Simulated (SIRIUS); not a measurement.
## CdO (Monteponite) under changes of volume

One of the cells (13.229 Å³/atom); the others are scaled copies at fixed shape and fractional positions:

```xyz
2
Lattice="0.0000 2.3651 2.3651 2.3651 0.0000 2.3651 2.3651 2.3651 0.0000" Properties=species:S:1:pos:R:3 pbc="T T T"
Cd    0.0000    0.0000    0.0000
O     2.3651    2.3651    2.3651
```

```yaml
Program: SIRIUS 7.10.0
Functional: PBEsol
Potentials_or_basis: PseudoDojo 0.4.1 PBEsol standard (scalar relativistic)
Cutoff: 1388 eV
Density_cutoff: 5552 eV
k_mesh: 10 × 10 × 10
Occupations: fermi-dirac, width 0.05 eV
Spin: no spin polarisation
```

| volume (Å³/atom) | energy over the lowest point (meV/atom) | pressure (GPa) |
| --- | --- | --- |
| 12.191 | 18.57 | 9.4 |
| 12.451 | 6.39 | 5.6 |
| 12.710 | 0.00 | 2.2 |
| 13.229 | 2.12 | -3.5 |
| 13.488 | ? | ? |
| 13.748 | 20.63 | -7.9 |

Q: What does the run at 13.488 Å³/atom give?

A: Energy over the lowest point 9.56 meV/atom; pressure -5.8 GPa.

Worked out: A Birch-Murnaghan fit of order 3 (a polynomial in V^(-2/3)) to the other rows has its minimum at 12.91 Å³/atom with B0 = V·E''(V) = 145 GPa and B' = 4.7. It gives 9.53 meV/atom at 13.488 Å³/atom, against the run's 9.56, and -dE/dV = -5.8 GPa, against -5.8.

Energies are extrapolated to zero smearing.
